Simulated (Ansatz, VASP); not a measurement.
**Two plane-wave programs on C**

The input INCAR:

```
PREC     = Accurate       # precision mode
ENCUT    = 600            # plane-wave cutoff, eV
EDIFF    = 1E-6           # SCF threshold, eV
ISMEAR   = 0              # smearing method
SIGMA    = 0.02           # smearing width, eV
LREAL    = False          # projectors in reciprocal space
LASPH    = True           # aspherical terms in the spheres
NELM     = 60             # most SCF steps
ALGO     = Normal         # electronic algorithm
ISIF     = 3              # what is computed and relaxed
LWAVE    = False          # write WAVECAR
LCHARG   = False          # write CHGCAR
GGA      = PS             # functional
IBRION   = 2              # ionic algorithm
NSW      = 100            # ionic steps
EDIFFG   = -0.005         # ionic threshold
```

The input KPOINTS:

```
regular mesh
0
Gamma
  12 12 12
```

File POSCAR:

```
C
1.0
    0.0000000000      1.7834000000      1.7834000000
    1.7834000000      0.0000000000      1.7834000000
    1.7834000000      1.7834000000      0.0000000000
C
2
Direct
    0.5000000000      0.5000000000      0.5000000000
    0.7500000000      0.7500000000      0.7500000000
```

Input for Ansatz:

```yaml
crystal:
  lattice:
    - [0.0, 1.7834, 1.7834]
    - [1.7834, 0.0, 1.7834]
    - [1.7834, 1.7834, 0.0]
  atoms:
    - { symbol: C, position: [0.5, 0.5, 0.5] }
    - { symbol: C, position: [0.75, 0.75, 0.75] }
basis:
  ecutwfc: 420
kpoints:
  mp_grid: { grid: [12, 12, 12] }
hamiltonian:
  xc: pbesol
scf:
  occupations: { method: gaussian, width: 0.02 }
output:
  forces: true
  stress: true
  eigenvalues: true
relax:
  adjacent_minimum: "off"
  f_tol: 0.005
  max_steps: 80
  cell: { stress_tol: 0.05 }
```

This isn't the form of C at room conditions, which is graphite.

Alike in both runs: task relaxation of cell and atoms; functional PBEsol; k mesh 12 × 12 × 12; occupations gaussian, width 0.02 eV; no spin polarisation.

|  | VASP | Ansatz |
| --- | --- | --- |
| version | VASP 6.6.1 | Ansatz 0.2.0 |
| potentials or method | VASP PAW PBE potentials, release 64 (C) | scalar-relativistic, plane waves, PAW |
| plane-wave cutoff (eV) | 600 | 420 |
| valence electrons in the cell | 8 | 8 |

|  | VASP | Ansatz | Ansatz less VASP |
| --- | --- | --- | --- |
| gap on the k mesh at the Fermi level, each at its own relaxed structure (eV) | 4.06 | 4.07 | +0.007 |
| relaxed volume (Å³/atom) | 5.62 | 5.61 | -0.005 |
| relaxed cell length with the largest relative difference (Å) | 2.514 | 2.513 | -0.0008 |

Caveats: the PAW data sets were made with another functional, which shifts forces and pressure a little (VASP).
